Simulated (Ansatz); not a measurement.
Cl on a (111) slab of HfO$_{2}$ (Fm-3m (No. 225)), 9 planes, outer planes O (top) and O (bottom), 1 a cell of 44.6 Å², relaxed (it stands last):

```
CELL_PARAMETERS angstrom
7.17414 0.00000 0.00000
-3.58707 6.21299 0.00000
0.00000 0.00000 25.32208
ATOMIC_POSITIONS crystal
O 0.50000 0.50000 0.31593
O 0.50000 0.00000 0.31593
O 0.00000 0.50000 0.31593
O 0.00000 0.00000 0.31593
Hf 0.33333 0.16667 0.34485
Hf 0.33333 0.66667 0.34485
Hf 0.83333 0.16667 0.34485
Hf 0.83333 0.66667 0.34485
O 0.66667 0.33333 0.37376
O 0.66667 0.83333 0.37376
O 0.16667 0.33333 0.37376
O 0.16667 0.83333 0.37376
O 0.83333 0.66667 0.43159
O 0.83333 0.16667 0.43159
O 0.33333 0.66667 0.43159
O 0.33333 0.16667 0.43159
Hf 0.66913 0.33482 0.46031
Hf 0.66651 0.83303 0.45904
Hf 0.16569 0.33482 0.46031
Hf 0.16553 0.83105 0.46121
O 0.99965 0.49929 0.48627
O 0.00829 0.00526 0.49097
O 0.49537 0.49074 0.49014
O 0.49697 0.00526 0.49097
O 0.15745 0.81489 0.54801
O 0.16021 0.34441 0.54786
O 0.66573 0.83145 0.54135
O 0.68420 0.34441 0.54786
Hf 0.99965 0.49929 0.57902
Hf 0.99631 0.00196 0.57502
Hf 0.49854 0.49707 0.57415
Hf 0.50565 0.00196 0.57502
O 0.36928 0.68217 0.60700
O 0.33302 0.16603 0.60240
O 0.81289 0.68217 0.60700
O 0.82254 0.14508 0.60626
Cl 0.04298 0.58596 0.67543
```

Level of theory: DFT PBE+D3(BJ), scalar-relativistic, plane waves, PAW in Ansatz 0.2.0. Plane waves to 420 eV, a k mesh through Γ of 3×3×1 on the computed 37-atom cell and Gaussian smearing (0.05 eV); collinear spin. A dipole correction removes the field between periodic images along c.

It binds with 1.17 eV an atom against the clean slab and the free atom (no zero-point or thermal terms); its shortest contact is Cl–Hf 2.50 Å. Take first-order desorption with no barrier to adsorption, no reaction on the face and an assumed prefactor of 10^13 s⁻¹.

(1) How long does an atom stay at 573 K?

(2) Where does its peak lie in a desorption experiment heated at 1 K/s?

(3) Is this physisorption or chemisorption?

## Answers

(1) τ = ν⁻¹·exp(E/k_BT) with k_BT = 0.0494 eV: E/k_BT = 23.7, so τ ≈ 2×10^-3 s. At about one hit a site a second (10⁻⁶ mbar) the coverage is near τ × 1 s⁻¹, so a layer needs roughly 5×10^-4 mbar.

(2) The peak obeys E/(k_B·T_p²) = (ν/β)·exp(−E/k_BT_p). Solving gives T_p ≈ 418 K (E/k_BT_p = 32.5). An error of 0.1 eV in E moves it by about 36 K, and larger molecules have larger prefactors, which lowers it.

(3) The tightest contact, Cl–Hf 2.50 Å, is 0.90 times the sum of covalent radii. This is a chemical bond. Leaving as a molecule, with a second adsorbate or an atom of the face, can cost less than leaving alone, which these figures don't count.

The reference crystal is the fluorite-type form of HfO2, which isn't its usual structure.